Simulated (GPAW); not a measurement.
# SiC (P6_3mc): G0W0 with GPAW, start to end, part 2 of 2

Aim: the G0W0 gap of SiC (P6_3mc) on PBE, step by step.

GPAW 26.7.0; PBE and many-body steps on it, plane waves. Known limits of the many-body steps: not at the basis limit.

So far. Step 3 (Bands along the symmetry lines): The gap is 2.261 eV, as in the run before at this level. Step 4 (Empty states on the mesh, 6×6×4 mesh, 103 bands): On this mesh the gap is 2.261 eV.

## 5. Screening and self-energy, 6×6×4 mesh, 93 bands, screening to 100 eV

G0W0 replaces the xc potential by the self-energy, built once from these orbitals. Only a window of levels is corrected, while the sums run over the empty bands that the input names.

This step: G0W0 on PBE, plane waves, PAW.

run.py

```python
import json
import numpy as np
from gpaw.mpi import world
from gpaw.response.g0w0 import G0W0

gw = G0W0('full.gpw',
    filename='gw',
    kpts=[0, 14, 21],
    bands=(6, 10),
    ecut=100,
    nbands=93,
    integrate_gamma='WS',
    ppa=True)
gw.calculate()
res = {mode: {k: v for k, v in r.items() if k != 'sigma_eskwn'}
       for mode, r in gw.all_results.items()}

if world.rank == 0:
    with open('result.json', 'w') as f:
        json.dump(res, f, default=lambda x: x.tolist())
```

Started as:

```bash
> mpirun -n 8 gpaw python run.py
```

Numbers of over 12 decimals in the logs are rounded to 6 here.

The log of the run:

```text
Using integrator: PointIntegrator
FrequencyGridDescriptor(from 0.000+0.000j to 0.000+27.211j eV, 2 points)
Nonperiodic BCs:  [False False False]
Using integrator: PointIntegrator
FrequencyGridDescriptor(from 0.000+0.000j to 0.000+27.211j eV, 2 points)
Nonperiodic BCs:  [False False False]
  ___  _ _ _
 |   || | | |
 | | || | | |
 |__ ||_____|
 |___|

BZ k-points: Symmetries present (total): 6

  [... matrices ...]
144 k-points: 6 x 6 x 4 Monkhorst-Pack grid + [1/12,1/12,1/8]
24 k-points in the irreducible part of the Brillouin zone
       k-points in crystal coordinates                weights
   0:     0.00000000    0.00000000    0.00000000          1/144
   1:     0.00000000    0.00000000    0.25000000          2/144
   2:     0.00000000    0.00000000    0.50000000          1/144
   3:     0.16666667    0.00000000   -0.25000000          6/144
   4:     0.16666667    0.00000000    0.00000000          6/144
   5:     0.16666667    0.00000000    0.25000000          6/144
   6:     0.16666667    0.00000000    0.50000000          6/144
   7:     0.33333333   -0.16666667    0.00000000          6/144
   8:     0.33333333   -0.16666667    0.25000000         12/144
   9:     0.33333333   -0.16666667    0.50000000          6/144
          ...
  23:     0.50000000    0.50000000    0.50000000          3/144

Distributing spins, k-points and bands (1 x 3 x 4) over 8 processes
Number of blocks: 1

Quasi particle states:
k-points (IBZ indices): [0, 14, 21]
Band range: (6, 10)
  [... matrices ...]
Computational parameters:
Plane wave cut-off: 100 eV
Number of bands: 93
Coulomb cutoff: None
Broadening: 0.1 eV

fxc modes: GW
Kernel: RPA
Using Godby-Needs plasmon-pole approximation:
  Fitting energy: i*E0, E0 = 1.000 Hartree
Summing all q:

Calculating screened Coulomb potential
No Coulomb truncation
FrequencyGridDescriptor(from 0.000+0.000j to 0.000+27.211j eV, 2 points)
Removing empty qpoint cache files...

Calculating chi0 body with:
    Ground state adapter containing:
    Number of spins: 1
    Number of kpoints: 144
    Number of irreducible kpoints: 24
    Number of completely occupied states: 8
    Number of partially occupied states: 8
    Occupied states memory: 1.1865234375 M / cpu

    Linear response parametrization:
    q_c: [1.3877787807814457e-17, 1.3877787807814457e-17, 0.0]
    Number of frequency points: 2
    Planewave cutoff: 100.0
    Number of bands: 93
    Number of planewaves: 99
    Broadening (eta): 1e-06
    comm.size: 8
    kncomm.size: 8
    blockcomm.size: 1

    Memory estimate of potentially large arrays:
        chi0_wGG: 0.299103 M / cpu
Integrating chi0 body.

Symmetries of q_c:
    Direct symmetries (Uq -> q): 6
    Indirect symmetries (TUq -> q): 6
In total 12 allowed symmetries.

  [... matrices ...]
24 groups of equivalent kpoints. 83.333333% reduction.

Integral kind: response function
Integrating chi0 head and wings.

Symmetries of q_c:
    Direct symmetries (Uq -> q): 6
    Indirect symmetries (TUq -> q): 6
In total 12 allowed symmetries.

  [... matrices ...]
24 groups of equivalent kpoints. 83.333333% reduction.

Integral kind: response function wings

Calculating chi0 body with:
    Ground state adapter containing:
    Number of spins: 1
    Number of kpoints: 144
    Number of irreducible kpoints: 24
    Number of completely occupied states: 8
    Number of partially occupied states: 8
[... the further q-points ...]

Results:
f:      Occupation numbers
eps:     KS-eigenvalues [eV]
vxc:     KS vxc [eV]
exx:     Exact exchange [eV]
sigma:   Self-energies [eV]
dsigma:  Self-energy derivatives
Z:       Renormalization factors
qp:      QP-energies [eV]

k-point 0 (0): (0.000, 0.000, 0.000)                GW
band       f     eps     vxc     exx   sigma  dsigma       Z      qp
                                                                   GW
   6   1.000   8.429 -15.814 -18.321   2.166  -0.251   0.799   8.156
   7   1.000   8.429 -15.814 -18.321   2.166  -0.251   0.799   8.156
   8   0.000  13.253 -14.481  -9.207  -4.408  -0.230   0.813  13.957
   9   0.000  14.676 -15.013  -9.287  -4.802  -0.247   0.802  15.417

k-point 1 (14): (0.333, 0.333, 0.000)                GW
band       f     eps     vxc     exx   sigma  dsigma       Z      qp
                                                                   GW
   6   1.000   4.372 -14.211 -18.106   3.035  -0.271   0.787   3.696
   7   1.000   4.583 -14.182 -18.085   3.034  -0.270   0.787   3.899
   8   0.000  10.690 -10.596  -6.276  -3.920  -0.207   0.828  11.021
   9   0.000  16.599 -12.879  -6.740  -5.142  -0.252   0.799  17.396

k-point 2 (21): (0.500, 0.500, 0.000)                GW
band       f     eps     vxc     exx   sigma  dsigma       Z      qp
                                                                   GW
   6   1.000   5.129 -13.869 -17.223   2.583  -0.259   0.794   4.516
   7   1.000   7.229 -15.641 -18.616   2.456  -0.255   0.796   6.816
   8   0.000  11.201 -11.938  -7.347  -4.047  -0.211   0.826  11.650
   9   0.000  12.645 -12.469  -7.616  -4.135  -0.228   0.815  13.230
```

Run time: 47 s. Hardware: 8 MPI ranks of Arm Neoverse V2, shared host; peak memory 2.2 GiB.

Numbers from this step:

| Item | Value |
| --- | --- |
| G0W0 gap on the points computed | 2.865 eV |
| least direct G0W0 gap on the computed points | 4.835 eV |
| Z at the valence top | 0.7993 |
| Z at the conduction bottom | 0.8283 |
| starting gap on the mesh | 2.261 eV |
| k of the valence top | 0, 0, 0 |
| k of the conduction bottom | 0.3333, 0.3333, 0 |

The gap on the mesh goes from 2.26 eV to 2.87 eV, a correction of +0.60 eV.

Limits: finite bands, cutoff and mesh. v1 is the top filled band, c1 the lowest empty one. Levels before and after the correction, in eV, zero at the valence-band top of each column:

|  | conduction bottom | valence top |
| --- | --- | --- |
| Kohn-Sham | 2.26 | 0.00 |
| G0W0 | 2.87 | 0.00 |

|  | level | energy (eV) |
| --- | --- | --- |
| Kohn-Sham | Γ v2-v1 | 0.000 |
| Kohn-Sham | Γ c1 | 4.824 |
| Kohn-Sham | Γ c2 | 6.248 |
| Kohn-Sham | (0.333 0.333 0) v2 | -4.056 |
| Kohn-Sham | (0.333 0.333 0) v1 | -3.846 |
| Kohn-Sham | (0.333 0.333 0) c1 | 2.261 |
| Kohn-Sham | (0.333 0.333 0) c2 | 8.171 |
| G0W0 | Γ v2-v1 | 0.000 |
| G0W0 | Γ c1 | 5.801 |
| G0W0 | Γ c2 | 7.261 |
| G0W0 | (0.333 0.333 0) v2 | -4.460 |
| G0W0 | (0.333 0.333 0) v1 | -4.257 |
| G0W0 | (0.333 0.333 0) c1 | 2.865 |
| G0W0 | (0.333 0.333 0) c2 | 9.240 |

## 6. Where the time went

Times are wall times on 8 MPI ranks of Arm Neoverse V2, shared host, good to a factor of about two.

| step | time | share | memory (GiB) |
| --- | --- | --- | --- |
| ground state | 5.3 s | 8 % | 1.2 |
| bands along the symmetry lines | 5 s | 7 % | 1.3 |
| empty states on the mesh | 10 s | 15 % | 2.6 |
| screening and self-energy | 47 s | 69 % | 2.2 |

## 7. Outcome

```
PBE gap              : 2.26 eV, indirect
G0W0 gap on the mesh : 2.87 eV
GW settings          : 6×6×4 mesh, 93 bands, screening to 100 eV, Godby-Needs plasmon pole
known limits         : not at the basis limit
```

**Reading.** G0W0 moves the gap on the mesh from 2.26 eV to 2.87 eV (+0.60 eV), with Z of 0.80 and 0.83 at the edges. Only 3 of the mesh's irreducible points were corrected, so a valley elsewhere could overtake. The dearest step here is «screening and self-energy». Against experiment, by G0W0@PBE: the gap of 2.87 eV lies −0.46 eV from the measured 3.33 eV (kind not stated, quoted 2020). The calculation has static nuclei and no excitons; a measured gap holds zero-point and thermal motion, which mostly lowers it. Bands and cutoff are finite, so the gap is not at the basis limit. The miss can reach some tenths of an eV and take either sign; the mesh is an error of its own. These stock PAW sets were not made for GW. In the G0W0 run levels were corrected at 3 k points alone, so a gap called «on the mesh» is the least over those, and an edge elsewhere would be missed.

[Paths, hosts, dates, memory and timing lines, banners, echoed tables and standing remarks are left out of the program output.]

[Logs are printed without paths, hosts, clocks, repeated set-up lines and the standing remarks that a program may print on its own settings, such as how far it seeks lower states.]

[Runs of the session that timed out or met a known fault of the program may be left out.]

[Hosts, paths, dates, database ids (printed as entryN), source tags and the programs' standing remarks are cut or masked in the printed files.]
